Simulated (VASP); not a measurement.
# Al16N15 (a cell with a defect) in VASP: settings compared

One crystal, Al16N15 (a cell with a defect), is run at these levels: PBEsol, HSE06; tasks: single point, relaxation of the atoms.

Program: VASP 6.6.1. These are calculated values, not measurements. Logs are shortened: lines on timing, memory, paths and dates and some standing lists are left out, and cuts for length are marked.

## Step 1: The crystal as given

The cell holds a defect, 31 atoms: a = 6.220 Å, b = 6.220 Å, c = 9.960 Å, α = 90.00°, β = 90.00°, γ = 120.00°.

## Step 2: Single point, PBEsol, collinear spin, ferromagnetic start

The input, INCAR:

```
SYSTEM = Al16N15
PREC     = Accurate       ! precision mode
ENCUT    = 450            ! plane-wave cutoff, eV
EDIFF    = 1E-5           ! SCF threshold, eV
ISMEAR   = 0              ! smearing method
SIGMA    = 0.03           ! smearing width, eV
LREAL    = Auto         
LASPH    = .True.         ! aspherical terms in the spheres
NELM     = 120            ! most SCF steps
ALGO     = Normal         ! electronic algorithm
ISIF     = 2              ! what is computed and relaxed
LWAVE    = .False.        ! write WAVECAR
LCHARG   = .False.        ! write CHGCAR
ISPIN    = 2              ! spin polarisation
MAGMOM   = -0.6 0 0 0 0 0 0 0 -0.6 0 -0.6 0 -0.6 0 0 0 0 0 0 0 0 0 0 0 0 0 0 0 0 0 0 ! initial moments
LORBIT   = 11             ! projections on sites
NUPDOWN  = 0              ! fixed moment
GGA      = PS             ! functional
NELECT   = 122.0        
ISYM     = 0            
KPAR     = 4
```

The input, KPOINTS:

```
Automatic mesh
0
Gamma
  3 3 2
  0 0 0
```

The input, POSCAR:

```
Al16N15                                 
1.0
    6.2200008610      0.0000000000      0.0000000000
   -3.1100004305      5.3866787572      0.0000000000
    0.0000000000      0.0000000000      9.9600000000
  Al              N             
    16    15
Direct
     0.3327669280401301    0.1658860962109195    0.9804460127576140
     0.3325570308876734    0.1676327042835165    0.5018612580547341
     0.3349887854449865    0.6681570851403443    0.0004323427928380
     0.3348297044341156    0.6689412218953612    0.5012864046525874
     0.8318541224297509    0.1650045963006421    0.0006135509316190
     0.8315435379137784    0.1653592269758654    0.5013665953000853
     0.8313908408278848    0.6680789200897252    0.0001560715386786
     0.8312342337883656    0.6688445440948292    0.5012778661419356
     0.1600864637069664    0.3408630478631528    0.2532391800838067
     0.1651290497275853    0.3351179109318387    0.7486667767710568
     0.1588906244110944    0.8224217107184898    0.2525661636197313
     0.1647313848807677    0.8312450390475609    0.7483058265157558
     0.6781946528836506    0.3419821252195586    0.2530057950888471
     0.6684251887231788    0.3348275430673684    0.7484629347339732
     0.6655672321498014    0.8345229906497582    0.2520838634805276
     0.6660850804967177    0.8338422569392857    0.7504863440831788
     0.3326580368002692    0.1671097005616106    0.6935495686680430
     0.3332122215100876    0.6687214010929062    0.1907816737776797
     0.3330483078286187    0.6673275581906066    0.6913690561457237
     0.8318184946853940    0.1672681399295990    0.1909578158550617
     0.8327041547325678    0.1669481752159172    0.6915231422682002
     0.8317722857236572    0.6688986820386439    0.1904247150496647
     0.8323830511697097    0.6671884196245969    0.6913163121427105
     0.1663856163980750    0.3340275184623704    0.4416149076147303
     0.1655791985812975    0.3344813283704393    0.9422883537780410
     0.1662695478942265    0.8353563228674635    0.4411747033526858
     0.1646321554916564    0.8307537613674900    0.9412305120546919
     0.6649675123199921    0.3338234772364013    0.4415818672856974
     0.6682158190025697    0.3346068619960963    0.9416924620632647
     0.6658702305024934    0.8344252668791436    0.4416625099432177
     0.6661275066129133    0.8339263667385010    0.9414894134536188
```

Potentials or basis: VASP PAW PBE potentials, release 64 (Al, N).

The run is started by

```sh
$ cat potpaw_PBE.64/Al/POTCAR potpaw_PBE.64/N/POTCAR > POTCAR
$ mpirun -np 4 vasp_std > vasp.out
```

OUTCAR:

```text
SYSTEM = Al16N15
   PREC = Accurate
   ENCUT = 450
   EDIFF = 1E-5
   ISMEAR = 0
   LREAL = Auto
   LASPH = .True.
   NELM = 120
   ISIF = 2
   ISPIN = 2
   LORBIT = 11
   NUPDOWN = 0
   GGA = PS
   NELECT = 122.0
   ISYM = 0

 ion  position               nearest neighbor table
   1  0.333  0.166  0.980-  27 1.85  29 1.85  25 1.85  12 2.93  14 2.93  10 2.94   3 3.11   5 3.11
                             7 3.11   7 3.12   5 3.12   3 3.12  11 3.28  13 3.29   9 3.30
   2  0.333  0.168  0.502-  28 1.89  26 1.89  24 1.89  17 1.91  10 3.05  14 3.05  12 3.05   9 3.10
                            13 3.10  11 3.10   4 3.11   6 3.11   8 3.11   8 3.11   6 3.11   4 3.11
   3  0.335  0.668  0.000-  31 1.88  27 1.89  25 1.89  18 1.90  16 3.06   9 3.07  15 3.07  11 3.08
                            10 3.08  12 3.09   7 3.09   5 3.09   1 3.11   1 3.12   5 3.13   7 3.13
   4  0.335  0.669  0.501-  30 1.88  19 1.89  24 1.90  26 1.90   9 3.04  12 3.04  11 3.05  10 3.05
                            15 3.06  16 3.06   8 3.09   6 3.09   2 3.11   2 3.11   6 3.13   8 3.13
   5  0.832  0.165  0.001-  31 1.88  29 1.89  25 1.89  20 1.90  16 3.06  15 3.07   9 3.08  13 3.08
                            10 3.09  14 3.09   7 3.09   3 3.09   1 3.11   1 3.12   3 3.13   7 3.13
   6  0.832  0.165  0.501-  30 1.88  21 1.89  24 1.90  28 1.90   9 3.04  14 3.04  13 3.05  10 3.05
                            15 3.06  16 3.06   8 3.09   4 3.09   2 3.11   2 3.11   4 3.13   8 3.13
   7  0.831  0.668  0.000-  31 1.88  29 1.89  27 1.89  22 1.90  16 3.06  13 3.07  11 3.07  15 3.08
                            14 3.08  12 3.08   3 3.09   5 3.09   1 3.11   1 3.12   5 3.13   3 3.13
   8  0.831  0.669  0.501-  30 1.88  23 1.89  28 1.90  26 1.90  13 3.04  11 3.04  12 3.05  14 3.05
                            16 3.05  15 3.06   6 3.09   4 3.09   2 3.11   2 3.11   4 3.13   6 3.13
   9  0.160  0.341  0.253-  18 1.87  20 1.87  24 1.88  11 3.00  13 3.00   4 3.04   6 3.04   3 3.07
[... 16 lines left out ...]
  18  0.333  0.669  0.191-  11 1.87   9 1.87  15 1.89   3 1.90
  19  0.333  0.667  0.691-  12 1.88  10 1.88  16 1.89   4 1.89
  20  0.832  0.167  0.191-  13 1.87   9 1.87  15 1.89   5 1.90
  21  0.833  0.167  0.692-  14 1.88  10 1.88  16 1.89   6 1.89
  22  0.832  0.669  0.190-  11 1.87  13 1.87  15 1.89   7 1.90
  23  0.832  0.667  0.691-  12 1.88  14 1.88  16 1.89   8 1.89
  24  0.166  0.334  0.442-   9 1.88   2 1.89   6 1.90   4 1.90
  25  0.166  0.334  0.942-   1 1.85   3 1.89   5 1.89  10 1.93
  26  0.166  0.835  0.441-  11 1.88   2 1.89   4 1.90   8 1.90
  27  0.165  0.831  0.941-   1 1.85   3 1.89   7 1.89  12 1.92
  28  0.665  0.334  0.442-  13 1.88   2 1.89   8 1.90   6 1.90
  29  0.668  0.335  0.942-   1 1.85   7 1.89   5 1.89  14 1.92
  30  0.666  0.834  0.442-   8 1.88   6 1.88   4 1.88  15 1.89
  31  0.666  0.834  0.941-   7 1.88   3 1.88   5 1.88  16 1.90

IMPORTANT INFORMATION: All symmetrisations will be switched off!
NOSYMM: (Re-)initialisation of all symmetry stuff for point group C_1.

----------------------------------------------------------------------------------------

                                     Primitive cell

  volume of cell :     333.7113

  direct lattice vectors                    reciprocal lattice vectors
     6.220000861  0.000000000  0.000000000     0.160771682  0.092821574  0.000000000
    -3.110000430  5.386678757  0.000000000     0.000000000  0.185643148  0.000000000
     0.000000000  0.000000000  9.960000000     0.000000000  0.000000000  0.100401606

  length of vectors
     6.220000861  6.220000861  9.960000000     0.185643148  0.185643148  0.100401606

  position of ions in fractional coordinates (direct lattice)
     0.332766928  0.165886096  0.980446013
     0.332557031  0.167632704  0.501861258
     0.334988785  0.668157085  0.000432343
     0.334829704  0.668941222  0.501286405
     0.831854122  0.165004596  0.000613551
     0.831543538  0.165359227  0.501366595
[... 23 lines left out ...]
     0.665870231  0.834425267  0.441662510
     0.666127507  0.833926367  0.941489413

  ion indices of the primitive-cell ions
   primitive index   ion index
                 1           1
                 2           2
                 3           3
                 4           4
                 5           5
                 6           6
[... 23 lines left out ...]
                30          30
                31          31

----------------------------------------------------------------------------------------

 KPOINTS: Automatic mesh

Automatic generation of k-mesh.
 Grid dimensions read from file:
 generate k-points for:    3    3    2

 Generating k-lattice:

  Cartesian coordinates                     Fractional coordinates (reciprocal lattice)
     0.053590561  0.030940525  0.000000000     0.333333333 -0.000000000  0.000000000
     0.000000000  0.061881049  0.000000000     0.000000000  0.333333333  0.000000000
     0.000000000  0.000000000  0.050200803     0.000000000  0.000000000  0.500000000

  Length of vectors
     0.061881049  0.061881049  0.050200803
[... 43 lines left out ...]
   IBRION =     -1    ionic relax: 0-MD 1-quasi-New 2-CG
   NFREE  =      0    steps in history (QN), initial steepest desc. (CG)
   ISIF   =      2    stress and relaxation
   ISYM   =      0    0-nonsym 1-usesym 2-fastsym
   POTIM  = 0.5000    time-step for ionic-motion
   TEBEG  =    0.0;   TEEND  =   0.0 temperature during run
   PSTRESS=    0.0 pullay stress
   NELECT =     122.0000    total number of electrons
   NUPDOWN=       0.0000    fix difference up-down
   EMIN   =  10.00;   EMAX   =-10.00  energy-range for DOS
   EFERMI =   0.00;   METHOD = LEGACY
   ISMEAR =     0;   SIGMA  =   0.03  broadening in eV -4-tet -1-fermi 0-gaus
   EFERMI_NEDOS =   21; number of points for ismear=-14 and -15
   IALGO  =     38    algorithm
   IMIX   =      4    mixing-type and parameters
     AMIX     =   0.40;   BMIX     =  1.00
     AMIX_MAG =   1.60;   BMIX_MAG =  1.00
  volume/ion in A,a.u.               =      10.76        72.64
  Fermi-wavevector in a.u.,A,eV,Ry     =   1.170589  2.212093 18.643777  1.370279
  Thomas-Fermi vector in A             =   2.307045
   LORBIT       =     11    0 simple, 1 ext, 2 COOP (PROOUT), +10 PAW based schemes
   GGA     = PS    functional components
   LHFCALC =     F    Hartree Fock is set to
   AEXX    =    0.0000 exact exchange contribution
   IVDW    =     0    specifies the selected vdW correction
   LEPSILON=     F    determine dielectric tensor
   LRPA    =     F    only Hartree local field effects (RPA)
 spin polarized calculation
 Gauss-broadening in eV      SIGMA  =   0.03
  energy-cutoff  :      450.00
  volume of cell :      333.71
 maximum number of plane-waves:      7283
 NGX is ok and might be reduce to    48
   NGX = 21   NGY = 21   NGZ = 35

 number of electron     121.9999988 magnetization       0.0018211

 number of electron     121.9999988 magnetization      -0.0016908

 Free energy of the ion-electron system (eV)
  ---------------------------------------------------
  ext. energy  EPLUGINS =         0.00000000
  ---------------------------------------------------
  free energy    TOTEN  =      -245.33384204 eV

  energy without entropy =     -245.33384204  energy(sigma->0) =     -245.33384204

 E-fermi :   7.0884     XC(G=0): -10.9548

 val. band max:        6.9039865008   @ k =   0.3333   0.3333   0.0000
 cond. band min:       9.6151944408   @ k =   0.0000   0.0000   0.5000
 fundamental gap:      2.7112079400
 Fermi energy:         7.0884212345

 spin component 1

 k-point     1 :       0.0000    0.0000    0.0000
  band No.  band energies     occupation
      1      -9.1875      1.00000
      2      -8.3624      1.00000
      3      -8.2954      1.00000
      4      -7.3931      1.00000
      5      -7.3768      1.00000
      6      -7.1648      1.00000
[... 749 lines left out ...]
     72      13.0132      0.00000
     73      13.0718      0.00000
 Fermi energy:         7.0884212345

 spin component 2

 k-point     1 :       0.0000    0.0000    0.0000
  band No.  band energies     occupation
      1      -9.1876      1.00000
      2      -8.3624      1.00000
      3      -8.2954      1.00000
      4      -7.3931      1.00000
      5      -7.3768      1.00000
      6      -7.1648      1.00000
[... 749 lines left out ...]
     72      13.0131      0.00000
     73      13.0716      0.00000
 [bands above 73 left out]

------------------------ aborting loop because EDIFF is reached ----------------------------------------

  FORCE on cell =-STRESS in cart. coord.  units (eV):
  Direction    XX          YY          ZZ          XY          YZ          ZX
  --------------------------------------------------------------------------------------
  -------------------------------------------------------------------------------------
  Total       -9.1680281     -9.1595758    -10.7981406     -0.0170459      0.0684542     -0.0364683
  in kB      -44.0165154    -43.9759350    -51.8428299     -0.0818390      0.3286547     -0.1750877
  external PRESSURE =     -46.6117601 kB  Pullay stress =       0.0000000 kB

 VOLUME and BASIS-vectors are now :
 -----------------------------------------------------------------------------
  energy-cutoff  :      450.00
  volume of cell :      333.71
      direct lattice vectors                 reciprocal lattice vectors
     6.220000861  0.000000000  0.000000000     0.160771682  0.092821574  0.000000000
    -3.110000430  5.386678757  0.000000000     0.000000000  0.185643148  0.000000000
     0.000000000  0.000000000  9.960000000     0.000000000  0.000000000  0.100401606

 POSITION                                       TOTAL-FORCE (eV/Angst)
 -----------------------------------------------------------------------------------
      1.55390      0.89358      9.76524        -0.034949      0.059512      0.503909
      1.54717      0.90298      4.99854        -0.000080     -0.005212     -0.032610
      0.00566      3.59915      0.00431        -0.050840     -0.054162     -0.238907
      0.00223      3.60337      4.99281        -0.085603     -0.048314      0.078215
      4.66097      0.88883      0.00611         0.006898      0.081013     -0.239437
      4.65793      0.89074      4.99361        -0.005253      0.100965      0.084267
[... 23 lines left out ...]
      1.54665      4.49478      4.39896         0.000415     -0.008818     -0.144920
      1.54980      4.49209      9.37723        -0.006754      0.000314      0.091063
 -----------------------------------------------------------------------------------
    total drift:                                0.003776      0.001455      0.000701

  FREE ENERGIE OF THE ION-ELECTRON SYSTEM (eV)
  ---------------------------------------------------
  free  energy   TOTEN  =      -245.3338420420 eV

  energy  without entropy=     -245.3338420420  energy(sigma->0) =     -245.33384204

 total charge

# of ion       s       p       d       tot
------------------------------------------
    1        0.379   0.422   0.000   0.801
    2        0.365   0.435   0.000   0.799
    3        0.366   0.440   0.000   0.806
    4        0.366   0.438   0.000   0.804
    5        0.366   0.440   0.000   0.805
    6        0.366   0.438   0.000   0.804
[... 23 lines left out ...]
   30        1.223   2.619   0.000   3.841
   31        1.222   2.616   0.000   3.839
--------------------------------------------------
tot         24.264  46.028   0.000  70.292

 magnetization (x)

# of ion       s       p       d       tot
------------------------------------------
    1        0.000  -0.000   0.000  -0.000
    2       -0.000  -0.000   0.000  -0.000
    3       -0.000  -0.000   0.000  -0.000
    4       -0.000  -0.000   0.000  -0.000
    5       -0.000  -0.000   0.000  -0.000
    6       -0.000  -0.000   0.000  -0.000
[... 23 lines left out ...]
   30        0.000   0.000   0.000   0.000
   31        0.000   0.000   0.000   0.000
--------------------------------------------------
tot          0.000   0.000   0.000   0.000
```

Run time: 2.9 min. Hardware: 4 MPI ranks of AMD EPYC 9R14 (Zen 4), shared host; peak memory 0.64 GiB.

Results:

```
Free energy                                           : -245.3338 eV
Largest force                                         : 0.773 eV/Å
Net moment                                            : 0.00 μB per cell
Valence electrons inside the program's atomic spheres : Al 0.80, 0.81, 0.78, 0.79; N 3.83, 3.84, 3.82
```

Forces in eV/Å, atoms in the order of the input:
```
Al  -0.035  0.060  0.504
Al   0.000 -0.005 -0.033
Al  -0.051 -0.054 -0.239
Al  -0.086 -0.048  0.078
Al   0.007  0.081 -0.239
Al  -0.005  0.101  0.084
Al   0.056 -0.039 -0.257
Al   0.102 -0.050  0.094
Al   0.591 -0.383 -0.092
Al  -0.028  0.000  0.077
Al   0.082  0.769  0.000
Al  -0.008 -0.016  0.042
Al  -0.582 -0.488 -0.040
Al   0.004  0.021  0.058
Al  -0.040  0.061  0.045
Al   0.000  0.005 -0.008
N    0.003 -0.004 -0.005
N    0.050 -0.003  0.065
N    0.012  0.008 -0.033
N    0.015 -0.034  0.078
N    0.010 -0.014 -0.045
N   -0.041  0.006  0.069
N   -0.012  0.012 -0.025
N   -0.058  0.039 -0.064
N   -0.060  0.020 -0.031
N   -0.015 -0.090 -0.051
N   -0.007 -0.034  0.076
N    0.063  0.065 -0.086
N    0.039  0.023  0.029
N    0.000 -0.009 -0.145
N   -0.007  0.000  0.091
```

Caveat: the k mesh is coarse (spacing up to 0.39 Å⁻¹), so the values aren't converged; the cell is charged against a uniform background, so pressure and absolute levels hang on convention; the cutoff is under 1.25 times the usual one of these potentials, so pressure, stress and relaxed cells hold a basis-set (Pulay) error; the moment is held away from its start; the PAW data sets were made with another functional, which shifts forces and pressure a little; the total moment is fixed, so each spin has its own Fermi level.

## Step 3: Single point, HSE06, collinear spin, ferromagnetic start

POSCAR is that of step 2.

The input, INCAR.step1:

```
SYSTEM = Al16N15
PREC     = Accurate       ! precision mode
ENCUT    = 450            ! plane-wave cutoff, eV
EDIFF    = 1E-5           ! SCF threshold, eV
ISMEAR   = 0              ! smearing method
SIGMA    = 0.03           ! smearing width, eV
LREAL    = Auto         
LASPH    = .True.         ! aspherical terms in the spheres
NELM     = 70             ! most SCF steps
ALGO     = Normal         ! electronic algorithm
ISIF     = 2              ! what is computed and relaxed
LWAVE    = .True.         ! write WAVECAR
ISPIN    = 2              ! spin polarisation
MAGMOM   = 0.5 0 0 0 0 0 0 0 0.5 0 0.5 0 0.5 0 0 0 0 0 0 0 0 0 0 0 0 0 0 0 0 0 0 ! initial moments
LORBIT   = 11             ! projections on sites
NUPDOWN  = 2              ! fixed moment
NELECT   = 122.0        
ISYM     = -1           
TIME     = 0.4          
NKRED    = 2            
GGA      = PE             ! functional
KPAR     = 2
```

The input, INCAR.step2:

```
SYSTEM = Al16N15
PREC     = Accurate       ! precision mode
ENCUT    = 450            ! plane-wave cutoff, eV
EDIFF    = 1E-4           ! SCF threshold, eV
ISMEAR   = 0              ! smearing method
SIGMA    = 0.03           ! smearing width, eV
LREAL    = Auto         
LASPH    = .True.         ! aspherical terms in the spheres
NELM     = 70             ! most SCF steps
ALGO     = Damped         ! electronic algorithm
ISIF     = 2              ! what is computed and relaxed
LWAVE    = .False.        ! write WAVECAR
LCHARG   = .False.        ! write CHGCAR
ISPIN    = 2              ! spin polarisation
MAGMOM   = 0.5 0 0 0 0 0 0 0 0.5 0 0.5 0 0.5 0 0 0 0 0 0 0 0 0 0 0 0 0 0 0 0 0 0 ! initial moments
LORBIT   = 11             ! projections on sites
NUPDOWN  = 2              ! fixed moment
GGA      = PE             ! functional
LHFCALC  = .True.         ! exact exchange
HFSCREEN = 0.2            ! screening, 1/A
PRECFOCK = Fast         
NELECT   = 122.0        
ISYM     = -1           
TIME     = 0.4          
NKRED    = 2            
ISTART   = 1            
KPAR     = 2
```

The input, KPOINTS:

```
Automatic mesh
0
Gamma
  2 2 2
  0 0 0
```

Potentials or basis: VASP PAW PBE potentials, release 64 (Al, N).

The run is started by

```sh
$ cat potpaw_PBE.64/Al/POTCAR potpaw_PBE.64/N/POTCAR > POTCAR
$ cp INCAR.step1 INCAR
$ mpirun -np 4 vasp_std > vasp.out
$ cp INCAR.step2 INCAR
$ mpirun -np 4 vasp_std > vasp.out
```

Wall time 8.4 min (4 MPI ranks of AMD EPYC 9R14 (Zen 4), shared host); peak memory 0.71 GiB.

The run converged. Its results:

| Item | Value |
| --- | --- |
| Free energy | -271.5840 eV |
| Largest force | 0.337 eV/Å |
| Net moment | 2.00 μB per cell |
| Site moments | Al +0.04, +0.00, -0.00, +0.10; N -0.00, +0.02, +0.01, +0.03, +0.00 μB |
| Valence electrons inside the program's atomic spheres | Al 0.88, 0.86, 0.87; N 3.85, 3.86, 3.84, 3.87 |

Forces in eV/Å, atoms in the order of the input:
```
Al  -0.016  0.032 -0.289
Al  -0.003  0.001 -0.049
Al  -0.024 -0.021 -0.186
Al  -0.047 -0.034  0.105
Al  -0.002  0.037 -0.184
Al  -0.004  0.062  0.111
Al   0.027 -0.014 -0.206
Al   0.065 -0.033  0.122
Al  -0.176  0.069  0.248
Al  -0.069  0.023  0.036
Al   0.073 -0.129  0.302
Al  -0.009 -0.068  0.018
Al   0.180 -0.029  0.280
Al   0.047  0.047  0.026
Al  -0.035  0.054  0.079
Al   0.000  0.005 -0.009
N    0.002 -0.003 -0.024
N    0.078  0.019  0.018
N    0.036  0.022 -0.054
N    0.013 -0.069  0.030
N    0.011 -0.042 -0.061
N   -0.066  0.025  0.026
N   -0.037  0.028 -0.052
N   -0.040  0.025 -0.108
N   -0.039  0.010  0.005
N   -0.013 -0.052 -0.111
N   -0.009 -0.027  0.077
N    0.040  0.048 -0.138
N    0.024  0.020  0.045
N   -0.001 -0.007 -0.146
N   -0.006 -0.002  0.089
```

Caveat: the k mesh is coarse (spacing up to 0.58 Å⁻¹), so the values aren't converged, least of all with exact exchange; the cell is charged against a uniform background, so pressure and absolute levels hang on convention; the cutoff is under 1.25 times the usual one of these potentials, so pressure, stress and relaxed cells hold a basis-set (Pulay) error; the PAW data sets were made with another functional, which shifts forces and pressure a little; the total moment is fixed, so each spin has its own Fermi level.

(Continued in part 2 of 3.)
